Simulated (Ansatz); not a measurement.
Input and command of a plane-wave DFT calculation in Ansatz:

```yaml
crystal:
  lattice:
    - [3.38855505, 0.0, 0.0]
    - [0.0, 5.73084504, 0.0]
    - [0.0, 0.0, 4.22197]
  atoms:
    - { symbol: Sn, position: [0.0, 0.231909, 0.513144] }
    - { symbol: Sn, position: [0.5, 0.768091, 0.013144] }
    - { symbol: O, position: [0.0, 0.89125, 0.736857] }
    - { symbol: O, position: [0.5, 0.10875, 0.236857] }
basis:
  ecutwfc: 420
kpoints:
  mp_grid: { grid: [8, 6, 6] }
hamiltonian:
  xc: pbesol
  dispersion: d3bj
scf:
  occupations: { method: gaussian, width: 0.05 }
output:
  forces: true
  stress: true
  eigenvalues: true
```

```bash
ansatz run input.yaml --threads 1 --pin off --max-ram 2560MiB --backend cpu --events-out ev --progress --plain --runs-dir out
```

Processor: Intel(R) Xeon(R) Processor @ 2.50GHz (Skylake/Cascade Lake), 1 thread, on a host shared with other jobs.

Question: Estimate time, memory and problem size.

Answer: About 25 s on 1 thread of Intel(R) Xeon(R) Processor @ 2.50GHz (Skylake/Cascade Lake), on a shared host, peak memory 0.41 GiB. It solves 24 bands at 80 k points (the mesh reduced by symmetry) with about 1595 plane waves, in 7 SCF iterations.
